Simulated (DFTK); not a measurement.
Runs of DFTK 0.8.2 on HfO2. The structure is cubic, space group Fm-3m (No. 225). Conventional cell: a = 5.115 Å, b = 5.115 Å, c = 5.115 Å, α = 90.00°, β = 90.00°, γ = 90.00°. Around Hf (site symmetry m-3m) lie 8 O at 2.21 Å. O (site symmetry -43m) has 4 Hf at 2.21 Å as nearest neighbours. Measurements of this composition are mostly on another form, of space group No. 14.

| task | level | potentials or basis | cell | k mesh | cutoff (eV) | kinetic blow-up at the cutoff (BlowupCHV) | most ionic steps | gradient tolerance | gap on the mesh (eV) | pressure (GPa) |
| --- | --- | --- | --- | --- | --- | --- | --- | --- | --- | --- |
| relaxation of cell and atoms | PBE | dojo.nc.sr.pbe.v0_4_1.standard.upf (PBE) | relaxed to 5 GPa | 6 × 6 × 6 | 1306 | yes | 30 | 0.0002 Ha/bohr | 3.87 | 5.0 |
| relaxation of cell and atoms | PBE | dojo.nc.sr.pbe.v0_4_1.standard.upf (PBE) | relaxed | 6 × 6 × 6 | 1306 | yes | 30 | 0.0002 Ha/bohr | (b) | 0.1 |
| relaxation of cell and atoms | PBE | dojo.nc.sr.pbe.v0_4_1.standard.upf (PBE) | relaxed to 30 GPa | 6 × 6 × 6 | 1306 | yes | 30 | 0.0002 Ha/bohr | 4.08 | 30.0 |
| single point | PBEsol | dojo.nc.sr.pbesol.v0_4_1.standard.upf (PBEsol) | as given | 9 × 9 × 9 | 1143 | - | - | - | 3.75 | (a) |
| relaxation of cell and atoms | PBE | dojo.nc.sr.pbe.v0_4_1.standard.upf (PBE) | relaxed to 20 GPa | 6 × 6 × 6 | 1306 | yes | 30 | 0.0002 Ha/bohr | 4.01 | 20.0 |
| relaxation of cell and atoms | PBE | dojo.nc.sr.pbe.v0_4_1.standard.upf (PBE) | relaxed to 10 GPa | 6 × 6 × 6 | 1306 | yes | 30 | 0.0002 Ha/bohr | 3.92 | 10.0 |
| single point | PBEsol | dojo.nc.sr.pbesol.v0_4_1.standard.upf (PBEsol) | atoms moved at random, drawn with an rms of 0.05 Å | 9 × 9 × 9 | 1143 | - | - | - | 3.75 | -12.7 |

Alike in all rows: no spin polarisation; smearing fermi-dirac 0.05 eV.

Question: Estimate the missing entries.

Answer: (a) -13.1; (b) 3.82.

Caveats: spin-orbit coupling is left out, which moves the levels of the heavy elements; an odd mesh through Γ misses points on the zone boundary, where band edges often lie (some runs).

A k mesh can miss the band edges, and the runs leave out spin-orbit coupling on Hf.
